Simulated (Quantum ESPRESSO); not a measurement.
TiO2:

```
Ti O
1.0
     4.54535    0.00000    0.00000
     0.00000    5.51962    0.00000
     0.00000    0.00000    4.90920
Ti O
4 8
Direct
  0.00000 0.17299 0.75000
  0.50000 0.32701 0.25000
  0.00000 0.82701 0.25000
  0.50000 0.67299 0.75000
  0.27145 0.38172 0.91865
  0.77145 0.11828 0.08135
  0.22855 0.11828 0.41865
  0.72855 0.38172 0.58135
  0.27145 0.61828 0.41865
  0.77145 0.88172 0.58135
  0.22855 0.88172 0.91865
  0.72855 0.61828 0.08135
```

Measurements of this composition are mostly on another form, of space group No. 141.

* Program: Quantum ESPRESSO 7.5
* Task: single point
* Functional: PBE
* Potentials or basis: SSSP 1.3 efficiency PBE
* Cutoff: 748 eV
* Density cutoff: 5987 eV
* k mesh: 6 × 5 × 6
* Occupations: fermi-dirac, width 0.05 eV
* Spin: no spin polarisation

On this cell: pressure 3.7 GPa; largest force 0.117 eV/Å; band gap on the k mesh 2.61 eV, indirect (least direct gap 2.67 eV).

The same run follows on a disturbed copy (atoms moved at random, drawn with an rms of 0.05 Å):

```
CELL_PARAMETERS angstrom
4.54535 0.00000 0.00000
0.00000 5.51962 0.00000
0.00000 0.00000 4.90920
ATOMIC_POSITIONS crystal
Ti 0.00043 0.17108 0.74469
Ti 0.49886 0.32056 0.24726
Ti 0.00052 0.83797 0.24923
Ti 0.48809 0.67913 0.73554
O 0.26894 0.38285 0.90548
O 0.76954 0.12309 0.08358
O 0.23139 0.11787 0.40986
O 0.72692 0.38298 0.58295
O 0.27496 0.61206 0.42052
O 0.77298 0.88224 0.58829
O 0.22036 0.87998 0.90580
O 0.73218 0.61579 0.07913
```

Question: What does the disturbed cell give?

Answer: The energy moves by +21.6 meV/atom; pressure 4.5 GPa; largest force 1.868 eV/Å; band gap on the k mesh 2.37 eV, indirect (least direct gap 2.53 eV).

Forces in eV/Å, atoms in the order of the input:
```
Ti  -0.273  0.963  0.188
Ti   0.478  1.482 -0.354
Ti  -0.771 -1.615 -0.533
Ti   0.756 -0.901  0.968
O    0.038 -0.363  0.549
O    0.428 -0.617 -0.254
O   -0.413 -0.469  0.353
O    0.180 -0.479 -0.298
O   -0.753  0.647 -0.858
O    0.191  0.241 -0.807
O   -0.018  0.345  0.720
O    0.158  0.766  0.326
```

Stress tensor (GPa, compression positive):
```
 4.80 -0.50 -2.68
-0.50  4.64  0.42
-2.68  0.42  3.91
```

Caveats: an odd mesh through Γ misses points on the zone boundary, where band edges often lie.
